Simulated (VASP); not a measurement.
Wanted: the native input for a VASP 6.6.1 run.

| Property | Result |
| --- | --- |
| Task | relaxation of the atoms |
| Functional | PBE |
| Dispersion | D3 |
| Potentials or basis | VASP PAW PBE potentials, release 64 (Co) |
| Cutoff | 520 eV |
| k mesh | 9 × 9 × 1 |
| Occupations | fermi-dirac, width 0.05 eV |
| Spin | collinear spin, ferromagnetic start |
| Starting moments | [2.0, 2.0, 2.0, 2.0, 2.0] μB |
| Dipole correction | yes |
| Atoms held fixed (from 0) | [0, 1] |
| Further INCAR settings | ALGO = Normal; EDIFF = 1e-06; IBRION = 2; EDIFFG = -0.005; NSW = 60 |

The structure of Co lies in POSCAR:

```
Co
1.0
    2.4873648738      0.0000000000      0.0000000000
   -1.2436824369      2.1541211692      0.0000000000
    0.0000000000      0.0000000000     23.1265790068
Co
5
Selective dynamics
Direct
    0.6666666700      0.3333333400      0.3243021805  F F F
    0.3333333300      0.6666666600      0.4086859779  F F F
    0.6666666700      0.3333333400      0.5000000000  T T T
    0.3333333300      0.6666666600      0.5843837973  T T T
    0.6666666700      0.3333333400      0.6756978195  T T T
```

One way to write it, as run:

INCAR

```
SYSTEM = Co
PREC = Accurate
ENCUT = 520
EDIFF = 1E-6
ISMEAR = -1
SIGMA = 0.05
LREAL = .False.
LASPH = .True.
NELM = 150
ALGO = Normal
ISIF = 2
LWAVE = .False.
LCHARG = .False.
ISPIN = 2
MAGMOM = 2 2 2 2 2
LORBIT = 11
LMAXMIX = 4
LDIPOL = .True.
IDIPOL = 3
DIPOL = 0.5 0.5 0.499
GGA = PE
IVDW = 11
IBRION = 2
NSW = 60
EDIFFG = -0.005
```

KPOINTS

```
regular mesh
0
Gamma
  9 9 1
  0 0 0
```

Potentials or basis: VASP PAW PBE potentials, release 64 (Co).

The run is started by

```bash
$ cat potpaw_PBE.64/Co/POTCAR > POTCAR
$ mpirun -np 1 vasp_std > vasp.out
```

It gave:

```
Energy gained by relaxing                             : 18.8 meV/atom
Ionic steps                                           : 24
Band gap on the k mesh                                : none (metal or under the smearing width)
Net moment                                            : 7.97 μB per cell
Site moments                                          : Co +1.68, +1.59, +1.52 μB
Valence electrons inside the program's atomic spheres : Co 8.15, 8.31, 8.30, 8.32
Dispersion energy per atom                            : -0.257 eV
```

Run time: 26 min on 1 thread of Intel(R) Xeon(R) 6975P-C (Granite Rapids), on a shared host, peak memory 0.32 GiB.
